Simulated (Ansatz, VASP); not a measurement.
**Two plane-wave programs on Si**

```
CELL_PARAMETERS angstrom
-2.29194 2.29194 1.23633
2.29194 -2.29194 1.23633
2.29194 2.29194 -1.23633
ATOMIC_POSITIONS crystal
Si 0.62500 0.87500 0.75000
Si 0.37500 0.12500 0.25000
```

Alike in both runs: functional PBE; k mesh 17 × 17 × 17; occupations fermi-dirac, width 0.1 eV; no spin polarisation.

Ansatz relaxed the structure, and its values are those at the end. VASP's run is a single point on that final structure, the one shown.

|  | VASP | Ansatz |
| --- | --- | --- |
| version | VASP 6.6.1 | Ansatz 0.2.0 |
| potentials or method | VASP PAW PBE potentials, release 64 (Si) | PAW with Ansatz's default frozen-core files, scalar-relativistic |
| plane-wave cutoff (eV) | 520 | 420 |
| valence electrons in the cell | 8 | 8 |

Ansatz gave:

- pressure (GPa): 26.0

**Question.** Which values does VASP return?

**Answer.** Pressure (GPa): 25.9.

The functional is the same, so the differences come from potentials, cutoffs and numerics.

Caveats: so large a pressure means that the cell lies far from this level's equilibrium, or that cutoff or potentials fall short (VASP).
